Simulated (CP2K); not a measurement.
# HfN (F-43m) in CP2K: notebook, part 2 of 2

CP2K 2026.2. The steps go on from the part before.

**5. Single point, PBE**

Input file hfn_scf.inp:

```
&GLOBAL
  PROJECT hfn_scf
  RUN_TYPE ENERGY_FORCE
  PRINT_LEVEL LOW
&END GLOBAL
&FORCE_EVAL
  METHOD QS
  STRESS_TENSOR ANALYTICAL
  &DFT
    BASIS_SET_FILE_NAME BASIS_MOLOPT_UZH
    POTENTIAL_FILE_NAME POTENTIAL_UZH
    &MGRID
      CUTOFF 450
      REL_CUTOFF 60
      NGRIDS 4
    &END MGRID
    &QS
      METHOD GPW
      EPS_DEFAULT 1.0E-10
    &END QS
    &KPOINTS
      SCHEME MONKHORST-PACK 9 9 9
      GAMMA_CENTERED T
      SYMMETRY T
      SYMMETRY_BACKEND SPGLIB
    &END KPOINTS
    &SCF
      SCF_GUESS ATOMIC
      EPS_SCF 1.0E-6
      MAX_SCF 100
      ADDED_MOS 13
      CHOLESKY OFF
      EPS_EIGVAL 1.0E-7
      &DIAGONALIZATION ON
        ALGORITHM STANDARD
      &END DIAGONALIZATION
      &MIXING ON
        METHOD BROYDEN_MIXING
        ALPHA 0.4
        BETA 1.5
        NBUFFER 8
      &END MIXING
      &SMEAR ON
        METHOD GAUSSIAN
        SIGMA [eV] 0.05
      &END SMEAR
    &END SCF
    &XC
      &XC_FUNCTIONAL PBE
      &END XC_FUNCTIONAL
    &END XC
    &PRINT
      &KPOINTS ON
      &END KPOINTS
      &MULLIKEN ON
      &END MULLIKEN
      &MO ON
        ENERGIES T
        OCCUPATION_NUMBERS T
        &EACH
          QS_SCF 0
        &END EACH
        ADD_LAST NUMERIC
      &END MO
      &LOWDIN ON
      &END LOWDIN
      &HIRSHFELD ON
        SHAPE_FUNCTION DENSITY
      &END HIRSHFELD
    &END PRINT
  &END DFT
  &SUBSYS
    &CELL
      A 3.4716425656 0.0000000000 0.0000000000
      B 1.7358212828 3.0065306547 0.0000000000
      C 1.7358212828 1.0021768849 2.8345842850
      PERIODIC XYZ
    &END CELL
    &COORD
      SCALED
      Hf  0.0000000000 0.0000000000 0.0000000000
      N   0.2500000000 0.2500000000 0.2500000000
    &END COORD
    &KIND Hf
      BASIS_SET TZVP-MOLOPT-PBE-GTH-q12
      POTENTIAL GTH-PBE-q12
    &END KIND
    &KIND N
      BASIS_SET TZVP-MOLOPT-PBE-GTH-q5
      POTENTIAL GTH-PBE-q5
    &END KIND
    &PRINT
      &ATOMIC_COORDINATES ON
      &END ATOMIC_COORDINATES
      &CELL ON
      &END CELL
      &SYMMETRY ON
      &END SYMMETRY
    &END PRINT
  &END SUBSYS
  &PRINT
    &FORCES ON
    &END FORCES
    &STRESS_TENSOR ON
    &END STRESS_TENSOR
  &END PRINT
&END FORCE_EVAL
```

Potentials or basis: POTENTIAL_UZH Hf GTH-PBE-q12, N GTH-PBE-q5; TZVP-MOLOPT-PBE-GTH basis.

Started as:

```console
OMP_NUM_THREADS=1 cp2k.psmp -i hfn_scf.inp -o hfn_scf.out
```

hfn_scf.out:

```text

 CP2K| version string:                                       CP2K version 2026.2
 CP2K| Input file name                                               hfn_scf.inp

 GLOBAL| Force Environment number                                              1
 GLOBAL| Basis set file name                                    BASIS_MOLOPT_UZH
 GLOBAL| Potential file name                                       POTENTIAL_UZH
 GLOBAL| MM Potential file name                                     MM_POTENTIAL
 GLOBAL| Coordinate file name                                      __STD_INPUT__
 GLOBAL| Method name                                                        CP2K
 GLOBAL| Project name                                                    hfn_scf
 GLOBAL| Run type                                                   ENERGY_FORCE
 GLOBAL| FFT library                                                       FFTW3
[... 8 lines left out ...]
 GLOBAL| CPU model name                                                  UNKNOWN

 CELL| Volume [angstrom^3]:                                            29.586256
 CELL| Vector a [angstrom]:       3.472     0.000     0.000   |a| =     3.471643
 CELL| Vector b [angstrom]:       1.736     3.007     0.000   |b| =     3.471643
 CELL| Vector c [angstrom]:       1.736     1.002     2.835   |c| =     3.471643
 CELL| Angle (b,c), alpha [degree]:                                    60.000000
 CELL| Angle (a,c), beta  [degree]:                                    60.000000
 CELL| Angle (a,b), gamma [degree]:                                    60.000000
 CELL| Numerically orthorhombic:                                              NO
 CELL| Periodicity                                                           XYZ

 CELL_REF| Volume [angstrom^3]:                                        29.586256
 CELL_REF| Vector a [angstrom     3.472     0.000     0.000   |a| =     3.471643
 CELL_REF| Vector b [angstrom     1.736     3.007     0.000   |b| =     3.471643
 CELL_REF| Vector c [angstrom     1.736     1.002     2.835   |c| =     3.471643
 CELL_REF| Angle (b,c), alpha [degree]:                                60.000000
 CELL_REF| Angle (a,c), beta  [degree]:                                60.000000
 CELL_REF| Angle (a,b), gamma [degree]:                                60.000000
 CELL_REF| Numerically orthorhombic:                                          NO
 CELL_REF| Periodicity                                                       XYZ
[... 10 lines left out ...]

  Total number of            - Atomic kinds:                                   2
                             - Atoms:                                          2
                             - Shell sets:                                     2
                             - Shells:                                        18
                             - Primitive Cartesian functions:                 10
                             - Cartesian basis functions:                     59
                             - Spherical basis functions:                     52

  Maximum angular momentum of- Orbital basis functions:                        3
                             - Local part of the GTH pseudopotential:          2
                             - Non-local part of the GTH pseudopotential:      4

 MODULE QUICKSTEP: ATOMIC COORDINATES IN ANGSTROM

   Atom Kind Element         X             Y             Z       Z(eff)     Mass
      1    1 Hf   72      0.000000      0.000000      0.000000  12.0000 178.4900
      2    2 N     7      1.735821      1.002177      0.708646   5.0000  14.0067

 Crystal Symmetry Information
       International Symbol:                                               F-43m
       Point Group Symbol:                                                  -43m
       Schoenflies Symbol:                                                  Td^2
       Number of Symmetry Operations:                                         24

 SCF PARAMETERS         Density guess:                                    ATOMIC
                        --------------------------------------------------------
                        max_scf:                                             100
[... 83 lines left out ...]
     1 NoMix/Diag. 0.40E+00    4.3     2.19565445       -59.6267389154 -5.96E+01
     2 Broy./Diag. 0.40E+00    3.4     0.18875897       -58.1498046937  1.48E+00
     3 Broy./Diag. 0.40E+00    3.4     0.13241675       -59.1456736960 -9.96E-01
     4 Broy./Diag. 0.40E+00    3.4     0.02027209       -59.3957913614 -2.50E-01
     5 Broy./Diag. 0.40E+00    3.4     0.00969853       -59.3066006119  8.92E-02
     6 Broy./Diag. 0.40E+00    3.4     0.00456408       -59.3472135671 -4.06E-02
     7 Broy./Diag. 0.40E+00    3.4     0.00077778       -59.3498828981 -2.67E-03
     8 Broy./Diag. 0.40E+00    3.5     0.00177148       -59.3539386871 -4.06E-03
     9 Broy./Diag. 0.40E+00    3.4     0.00005059       -59.3558290315 -1.89E-03
    10 Broy./Diag. 0.40E+00    3.4     0.00006927       -59.3557456234  8.34E-05
    11 Broy./Diag. 0.40E+00    3.4     0.00003624       -59.3559221110 -1.76E-04
    12 Broy./Diag. 0.40E+00    3.4     0.00001019       -59.3558897272  3.24E-05
    13 Broy./Diag. 0.40E+00    3.3     0.00000158       -59.3558832335  6.49E-06
    14 Broy./Diag. 0.40E+00    3.5     0.00000017       -59.3558808777  2.36E-06

  *** SCF run converged in    14 steps ***

  Electronic density on regular grids:        -16.9999999997        0.0000000003
  Core density on regular grids:               16.9999999982       -0.0000000018
  Total charge density on r-space grids:       -0.0000000015
  Total charge density g-space grids:          -0.0000000015

  Overlap energy of the core charge distribution:               0.00000000993960
  Self energy of the core charge distribution:                -97.25095229949331
  Core Hamiltonian energy:                                     22.57957067649221
  Hartree energy:                                              23.96194074623018
  Exchange-correlation energy:                                 -8.64639382466228
  Smearing free energy correction:                             -0.00004618617289
  Fermi energy:                                                 0.37761346664449

  Total energy:                                               -59.35588087771121
  Total energy (extrapolated to sigma->0):                    -59.35585778462476

 MO| EIGENVALUES AND OCCUPATION NUMBERS FOR K POINT 1
 MO|
 MO|  Index      Eigenvalue [a.u.]        Eigenvalue [eV]             Occupation
 MO|      1              -1.888096             -51.377718               2.000000
 MO|      2              -0.781170             -21.256711               2.000000
 MO|      3              -0.766931             -20.869253               2.000000
 MO|      4              -0.766931             -20.869253               2.000000
 MO|      5              -0.176549              -4.804150               2.000000
 MO|      6               0.167075               4.546352               2.000000
[... 384 lines left out ...]
 MO|     21               1.249473              33.999899               0.000000
 MO|     22               1.339490              36.449365               0.000000
 MO| Sum:                                                              18.000000
 MO| E(Fermi):            0.377613 a.u.         10.275385 eV
 MO| Band gap:            0.108264 a.u.          2.946002 eV

 [... the levels of further k-points ...]

 !-----------------------------------------------------------------------------!
                     Mulliken Population Analysis

 #  Atom  Element  Kind  Atomic population                           Net charge
       1     Hf       1         10.780945                              1.219055
       2     N        2          6.219055                             -1.219055
 # Total charge                             17.000000                 -0.000000

 !-----------------------------------------------------------------------------!

 !-----------------------------------------------------------------------------!
                           Hirshfeld Charges

  #Atom  Element  Kind  Ref Charge     Population                    Net charge
      1       Hf     1      12.000         11.605                         0.395
      2       N      2       5.000          5.395                        -0.395

  Total Charge                                                            0.000
 !-----------------------------------------------------------------------------!

 LOWDIN POPULATION ANALYSIS

 #  Atom  Element  Kind  Atomic population                           Net charge
       1     Hf       1         12.356665                             -0.356665
       2     N        2          4.643335                              0.356665
 # Total charge                             17.000000                 -0.000000

 ENERGY| Total FORCE_EVAL ( QS ) energy [hartree]            -59.355879432509546

 FORCES| Atomic forces [hartree/bohr]
 FORCES|   Atom     x               y               z               |f|
 FORCES|      1 -2.81853876E-08 -1.62363888E-08 -1.47980945E-08   3.57354165E-08
 FORCES|      2 -1.25214141E-06 -7.22982169E-07 -5.07918776E-07   1.53249562E-06
 FORCES| Sum    -1.28032680E-06 -7.39218558E-07 -5.22716871E-07
 FORCES| Total atomic force                                       1.56809238E-06

 STRESS| Analytical stress tensor [bar]
 STRESS|                        x                   y                   z
 STRESS|      x       -1.91501325753E+04   5.13248713720E+00   3.62695267482E+00
 STRESS|      y        5.13248713720E+00  -1.91560739271E+04   2.09564818861E+00
 STRESS|      z        3.62695267482E+00   2.09564818861E+00  -1.91574552271E+04
 STRESS| 1/3 Trace                                            -1.91545539098E+04
 STRESS| Determinant                                          -7.02774599924E+12

 STRESS| Eigenvectors and eigenvalues of the analytical stress tensor [bar]
 STRESS|                        1                   2                   3
 STRESS| Eigenvalues  -1.91590335938E+04  -1.91589455398E+04  -1.91456825958E+04
 STRESS|      x          -0.487768190298     -0.309874764898      0.816124881751
 STRESS|      y           0.872181366250     -0.133174033067      0.470706215470
 STRESS|      z          -0.037173335865      0.941404433278      0.335225052919
```

Run time: 58 s. Hardware: 1 thread of Arm Neoverse V1, shared host; peak memory 0.3 GiB.

Results:

| Quantity | Value |
| --- | --- |
| Free energy | -1615.1556 eV |
| Pressure | -1.9 GPa |
| Band gap on the k mesh | none (metal or under the smearing width) |
| Mulliken charges | Hf +1.22; N -1.22 e |
| Hirshfeld charges | Hf +0.40; N -0.40 e |

Levels at points of the mesh, in eV from the Fermi level:
| k point | band 6 | band 7 | band 8 | band 9 | band 10 | band 11 |
| --- | --- | --- | --- | --- | --- | --- |
| (0.00, 0.00, 0.00) | -5.43 | -5.43 | -5.43 | -0.71 | 2.37 | 2.37 |

Caveat: Mulliken charges move with the basis; the basis of atomic orbitals isn't converged, which shifts pressures, moduli and gaps. Spin-orbit coupling is left out, which matters for the levels of Hf.

**6. Overview**

| cell | smearing | gap on the mesh (eV) | pressure (GPa) |
| --- | --- | --- | --- |
| the cell as VASP's run set it | gaussian 0.1 eV | none | -1.9 |
| as given | gaussian 0.02 eV | none | -1.9 |
| as given | gaussian 0.1 eV | none | -1.9 |
| as given | gaussian 0.05 eV | none | -1.9 |

Alike in all rows: task single point; level PBE; potentials or basis POTENTIAL_UZH Hf GTH-PBE-q12, N GTH-PBE-q5; TZVP-MOLOPT-PBE-GTH basis; no spin polarisation; k mesh 9 × 9 × 9.

Caveats: the basis of atomic orbitals isn't converged, which shifts pressures, moduli and gaps.

Absolute energies hang on the potentials; compare differences alone.
